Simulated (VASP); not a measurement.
Here is a VASP 6.6.1 calculation.

File INCAR:

```
SYSTEM = Pb
PREC = Accurate
ENCUT = 600
EDIFF = 1E-7
ISMEAR = 1
SIGMA = 0.1
LREAL = .False.
LASPH = .True.
NELM = 80
ALGO = Normal
ISIF = 2
LWAVE = .False.
LCHARG = .False.
METAGGA = R2SCAN
LMIXTAU = .True.
IBRION = 2
NSW = 40
EDIFFG = -0.01
```

File KPOINTS:

```
regular mesh
0
Gamma
  14 14 14
  0 0 0
```

The input POSCAR:

```
Pb                                      
1.0
    0.0000000000      2.5472613585      2.5472613585
    2.5472613585      0.0000000000      2.5472613585
    2.5472613585      2.5472613585      0.0000000000
  Pb            
     1
Direct
     0.0000000000000000    0.0000000000000000    0.0000000000000000
```

Potentials or basis: VASP PAW PBE potentials, release 64 (Pb_d).

Run with:

```bash
$ cat potpaw_PBE.64/Pb_d/POTCAR > POTCAR
$ mpirun -np 1 vasp_std > vasp.out
```

(1) Predict the band gap on the k mesh.

## Answers

(1) none (metal or under the smearing width).

Caveat: the relaxation stopped at its first step, so nothing moved.
